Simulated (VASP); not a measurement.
# BN (distorted zincblende), PBEsol single-point calculation: VASP's output and Ansatz's

POSCAR

```
B  N
 1.0000000000000000
     0.0102000000000000    1.7118000000000000    1.7214000000000000
     1.7502000000000000   -0.0998000000000000    1.8313999999999999
     1.7343999999999999    1.8060000000000000   -0.0840000000000000
 B   N
   1   1
Cartesian
  1.7383309000000000  1.6533403400000000  3.4849672600000003
  0.8812409600000000  0.8823415200000001  0.9063765600000001
```

VASP ran with the recommended PBE PAW datasets (8 valence electrons in the cell).

From OUTCAR

```
k-points           NKPTS =    504   k-points in BZ     NKDIM =    504   number of bands    NBANDS=     11

   NELECT =       8.0000    total number of electrons

   dimension x,y,z NGX =    18 NGY =   20 NGZ =   20
   dimension x,y,z NGXF=    36 NGYF=   40 NGZF=   40

  energy-cutoff  :      520.00
  volume of cell :       11.39
      direct lattice vectors                 reciprocal lattice vectors
     0.010200000  1.711800000  1.721400000    -0.289538953  0.291669100  0.292595639
     1.750200000 -0.099800000  1.831400000     0.285459268 -0.262098105  0.258944959
     1.734400000  1.806000000 -0.084000000     0.290211304  0.262770456 -0.263024644

 k-points in reciprocal lattice and weights: KPOINTS created by Atomic Simulation Env
   0.00000000  0.00000000  0.00000000       0.001
   0.10000000 -0.00000000 -0.00000000       0.002
   0.20000000 -0.00000000 -0.00000000       0.002
   0.30000000  0.00000000 -0.00000000       0.002
   0.40000000  0.00000000 -0.00000000       0.002
   0.50000000  0.00000000 -0.00000000       0.001
   0.00000000  0.10000000  0.00000000       0.002
   0.10000000  0.10000000  0.00000000       0.002
   ...

 E-fermi :   9.2124

 k-point     1 :       0.0000    0.0000    0.0000
  band No.  band energies     occupation
      1     -12.8668      2.00000
      2       6.5992      2.00000
      3       7.9492      2.00000
      4       8.7543      2.00000
      5      15.2518      0.00000
      6      15.9917      0.00000
      7      17.9091      0.00000
      8      20.3367      0.00000
      9      32.9913      0.00000
     10      34.9211      0.00000
     11      35.1846      0.00000

 k-point     2 :       0.1000   -0.0000   -0.0000
  band No.  band energies     occupation
      1     -12.5953      2.00000
      2       6.0053      2.00000
      3       7.1647      2.00000
      4       8.3856      2.00000
      5      15.5277      0.00000
      6      16.4660      0.00000
      7      18.0406      0.00000
      8      21.1442      0.00000
      9      31.5184      0.00000
     10      32.4630      0.00000
     11      33.7858      0.00000

 k-point     3 :       0.2000   -0.0000   -0.0000
  band No.  band energies     occupation
      1     -11.7932      2.00000
      2       3.8932      2.00000
      3       6.0221      2.00000
      4       7.6322      2.00000
      5      15.9363      0.00000
      6      17.4521      0.00000
      7      18.7048      0.00000
      8      22.4125      0.00000
      9      29.5795      0.00000
     10      31.3217      0.00000
     11      32.5380      0.00000

 k-point     4 :       0.3000    0.0000   -0.0000
  band No.  band energies     occupation
      1     -10.5130      2.00000
      2       0.9778      2.00000
      3       5.2173      2.00000
      4       6.9247      2.00000
      5      16.2009      0.00000
      6      18.0067      0.00000
      7      19.3840      0.00000
      8      23.1854      0.00000
      9      29.5814      0.00000
     10      30.8889      0.00000
     11      33.1223      0.00000

 k-point     5 :       0.4000    0.0000   -0.0000
  band No.  band energies     occupation
      1      -8.9438      2.00000
      2      -1.7542      2.00000
      3       4.7115      2.00000
      4       6.4588      2.00000
      5      16.2630      0.00000
      6      18.0945      0.00000
      7      19.5485      0.00000
      8      23.5220      0.00000
      9      30.6454      0.00000
     10      31.5912      0.00000
     11      35.2512      0.00000

 k-point     6 :       0.5000    0.0000   -0.0000
  band No.  band energies     occupation
      1      -7.9670      2.00000
      2      -3.1425      2.00000
      3       4.5391      2.00000
      4       6.2991      2.00000
      5      16.2445      0.00000
      6      18.0797      0.00000
      7      19.5329      0.00000
      8      23.6116      0.00000
      9      30.9210      0.00000
     10      32.7650      0.00000
     11      35.8471      0.00000

 k-point     7 :       0.0000    0.1000    0.0000
  band No.  band energies     occupation
      1     -12.6395      2.00000
      2       5.3422      2.00000
      3       7.6910      2.00000
      4       8.5283      2.00000
      5      15.6077      0.00000
      6      16.9166      0.00000
      7      18.3402      0.00000
      8      20.6196      0.00000
      9      32.2742      0.00000
     10      33.3085      0.00000
     11      33.7903      0.00000

 k-point     8 :       0.1000    0.1000    0.0000
  band No.  band energies     occupation
      1     -12.5408      2.00000
      2       5.9760      2.00000
      3       7.0907      2.00000
      4       7.8609      2.00000
      5      15.8523      0.00000
      6      16.6445      0.00000
      7      18.4002      0.00000
      8      21.0416      0.00000
      9      29.4176      0.00000
     10      33.7218      0.00000
     11      36.1872      0.00000

 ...

  Total        2.1952552      1.0398977      0.6225087     -0.2681808      3.4609780     -1.0653971
  in kB      308.6766620    146.2208822     87.5314642    -37.7091310    486.6510031   -149.8063818
  external PRESSURE =     180.8096695 kB  Pullay stress =       0.0000000 kB

 POSITION                                       TOTAL-FORCE (eV/Angst)
 -----------------------------------------------------------------------------------
      1.73833      1.65334      3.48497         0.310318      0.296956      2.659380
      0.88124      0.88234      0.90638        -0.310318     -0.296956     -2.659380
 -----------------------------------------------------------------------------------
    total drift:                               -0.000008     -0.000096     -0.000202

  FREE ENERGIE OF THE ION-ELECTRON SYSTEM (eV)
  ---------------------------------------------------
  free  energy   TOTEN  =       -17.9679313452 eV

  energy  without entropy=      -17.9679313452  energy(sigma->0) =      -17.96793135
```

Each program uses its own PAW datasets. VASP's cell holds 8 valence electrons and Ansatz's 8. Ansatz's stress includes a Pulay correction; VASP's doesn't.

**Question.** What does Ansatz give for the same cell and level of theory?

**Answer.** gap between bands v and c on the k mesh 2.09 eV; least direct gap on the k mesh 6.50 eV; pressure 17.4 GPa; largest force 2.68 eV/Å.

Ansatz printed

```
SCF 1 converged in 6 iterations: F = -533.461048 eV  dr2 = 4.79e-11
  greatest PAW one-centre occupation: 0.790 electrons in one spin orbital (limit 2), on the N atom at site 1 (counted from 0), in its partial waves of l = 0
SCF converged after 6 iterations
Free energy (F): -533.461048 eV
Harris-Foulkes:  -533.461048 eV  (|F-HF|=1.12e-10)
Internal energy: -533.461048 eV  (E = F + TS)
E sigma→0 (E₀):  -533.461048 eV
Fermi energy:    13.711788 eV
--- Per-component energies (eV) ---
  E_band       = 29.396469
  E_kinetic    = 187.446531
  E_local      = -171.984739  (includes V_loc(G=0)·N_el)
  E_nonlocal   = 57.270143
  E_hartree    = 47.968904
  E_xc         = -93.221823
  E_vxc        = -116.400464  (∫ρ·V_xc dr)
  E_paw        = -198.825809  (= ΣΔE_a)
  E_vpaw       = -22.872913  (= ΣTr[D̂ρ^β])
  E_aug_tail   = 0.000095  (compensation charges beyond the density's cutoff)
  E_ewald      = -362.157159
  E_core_change = 0.042810  (= ΣΔE_core)
  E_smearing   = -0.000000  (= −TS)
  E_closure    = 0.000000  (closes the sum)
  Σ components = -533.461048   (vs F -533.461048, Δ=0.00e0)
--- Forces (eV/Å), atoms counted from 1 ---
  atom   1  B      0.32790245     0.29627651     2.64689455
  atom   2  N     -0.32790161    -0.29627553    -2.64689547
  max |Σ_I F_I| component: 9.84e-7 eV/Å
--- Stress (GPa, compression-positive) ---
       30.160574      -3.445917     -14.997358
       -3.445903      13.903029      48.361382
      -14.997388      48.361448       8.111664
  P = ⅓ Tr σ = 17.3918 GPa (173.918 kbar)
--- Band table (eV; the first three rows and the last of 504) ---
  k-point 0: bands = ["-8.9555", "10.5086", "11.8592", "12.6652", "19.1621", "19.9106", "21.8204", "24.2324"]
  k-point 1: bands = ["-8.7180", "10.1989", "10.7195", "12.1764", "19.7956", "20.7666", "22.0344", "24.4723"]
  k-point 2: bands = ["-8.0189", "7.4999", "10.1264", "11.6248", "20.5574", "22.0532", "22.8148", "25.1594"]
  k-point 503: bands = ["-4.0541", "0.8927", "8.5603", "9.9746", "19.5039", "21.4380", "24.5346", "26.8986"]
```
